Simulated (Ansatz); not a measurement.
**C₄H₆ (singlet): wave-function methods side by side, cc-pVDZ**

How much of the correlation energy of C₄H₆ (singlet) does each wave-function method recover here?

Method: cc-pVDZ, core rule «outside noble gas», up to 4 orbitals frozen; program: Ansatz 0.2.0, Gaussian basis.

The runs, in order: UHF; CCSD(T) on RHF; BCCD(T) on RHF; CISD; CCSDT(Q) on RHF; CASSCF and MRCISD+Q, 8 electrons in 8 orbitals; CASSCF and NEVPT2, 8 electrons in 8 orbitals.

18 further runs of the same task are left out: 1 that didn't finish, 17 set aside as unsound or not needed.

## Step 1: What is computed

The geometry is an MP2(full)/6-31G* stationary point (not a proven minimum).

10 atoms, charge 0, spin multiplicity 1.

Atoms are counted from 1 here; the program's logs count them from 0.

Bond lengths: C1–C2 1.465 Å, C1–C3 1.465 Å, C1–C4 1.325 Å, C2–C3 1.536 Å, C2–H5 1.087 Å, C2–H6 1.087 Å, C3–H7 1.087 Å, C3–H8 1.087 Å, C4–H9 1.086 Å, C4–H10 1.086 Å. Angles: C2–C1–C3 63.2°, C2–C1–C4 148.4°, C3–C1–C4 148.4°, C1–C2–C3 58.4°, C1–C2–H5 118.9°, C1–C2–H6 118.9°, C3–C2–H5 117.6°, C3–C2–H6 117.6°, H5–C2–H6 114.2°, C1–C3–C2 58.4°, C1–C3–H7 118.9°, C1–C3–H8 118.9°, C2–C3–H7 117.6°, C2–C3–H8 117.6°, H7–C3–H8 114.2°, C1–C4–H9 121.4°, C1–C4–H10 121.4°, H9–C4–H10 117.2°.

## Step 2: UHF

File in.yaml:

```yaml
crystal:
  periodic: [false, false, false]
  atoms:
    - {symbol: C, position_ang: [0.000000, 0.000000, 0.304995]}
    - {symbol: C, position_ang: [0.000000, -0.767920, -0.942063]}
    - {symbol: C, position_ang: [0.000000, 0.767920, -0.942063]}
    - {symbol: C, position_ang: [0.000000, 0.000000, 1.629996]}
    - {symbol: H, position_ang: [-0.912794, -1.271789, -1.249334]}
    - {symbol: H, position_ang: [0.912794, -1.271789, -1.249334]}
    - {symbol: H, position_ang: [0.912794, 1.271789, -1.249334]}
    - {symbol: H, position_ang: [-0.912794, 1.271789, -1.249334]}
    - {symbol: H, position_ang: [0.000000, -0.926908, 2.195609]}
    - {symbol: H, position_ang: [0.000000, 0.926908, 2.195609]}
basis:
  gaussian: {orbitals: cc-pVDZ}
magnetization: {spin_polarized: true, initial_magnetization: 0}
hamiltonian: {xc: hf}
output: {orbitals: {seedname: orbitals}}
```

Started as:

```console
$ ansatz run in.yaml --threads 1 --pin off --events-out ev --progress --plain --max-ram 4096MiB --backend cpu
```

Further steps of the session: CCSD(T) on RHF; BCCD(T) on RHF; CISD; CCSDT(Q) on RHF; CASSCF and MRCISD+Q, 8 electrons in 8 orbitals; CASSCF and NEVPT2, 8 electrons in 8 orbitals.

Q: Predict the results of all the runs planned. Wanted: RCCSDT(Q) below the RHF energy; RMP2 from RCCSDT(Q); RCCSD from RCCSDT(Q); RCCSD(T) from RCCSDT(Q); NEVPT2 frontier from RCCSDT(Q); MRCISD+Q frontier from RCCSDT(Q); T1 diagnostic.

As calculated:

| quantity | value |
| --- | --- |
| RCCSDT(Q) below the RHF energy | -16.5233 eV |
| RMP2 from RCCSDT(Q) | +1814.0 meV |
| RCCSD from RCCSDT(Q) | +624.5 meV |
| RCCSD(T) from RCCSDT(Q) | +59.7 meV |
| NEVPT2 frontier from RCCSDT(Q) | +2199.3 meV |
| MRCISD+Q frontier from RCCSDT(Q) | +386.1 meV |
| levels within 1 kcal/mol (43 meV) | RCCSDT |
| T1 diagnostic | 0.009 |

RCCSD(T) lands +59.7 meV from the yardstick (0.4 % of the correlation energy). Of the multireference levels listed MRCISD+Q frontier comes nearest in total energy (+386.1 meV), which doesn't show that its space is the better one. These misses are within one basis, not against nature.
